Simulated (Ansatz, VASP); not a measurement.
# One calculation of Hg, two programs

```
Hg
1.0
     3.41330    0.00000    0.00000
     0.00000    5.49913    0.00000
    -1.69985    0.00000    3.02413
Hg
2
Direct
  0.65156 0.25000 0.80423
  0.34844 0.75000 0.19577
```

Alike in both runs: task relaxation of cell and atoms; functional PBE; k mesh 12 × 6 × 12; occupations gaussian, width 0.1 eV; no spin polarisation.

|  | VASP | Ansatz |
| --- | --- | --- |
| version | VASP 6.6.1 | Ansatz 0.2.0 |
| potentials or method | VASP PAW PBE potentials, release 64 (Hg) | scalar-relativistic, plane waves, PAW |
| plane-wave cutoff (eV) | 600 | 420 |
| valence electrons in the cell | 24 | 40 |

|  | VASP | Ansatz | Ansatz less VASP |
| --- | --- | --- | --- |
| gap on the k mesh at the Fermi level, each at its own relaxed structure (eV) | 0.19 | 0.33 | +0.141 |
| relaxed volume (Å³/atom) | 31.68 | 31.57 | -0.113 |
| relaxed cell length with the largest relative difference (Å) | 3.550 | 3.587 | +0.0365 |
| energy change over the relaxation (meV/atom) | -10 | -8 | +1.3 |

The two sets of potentials don't hold the same shells in valence.

Caveats: spin-orbit coupling is left out, which moves the levels of the heavy elements.
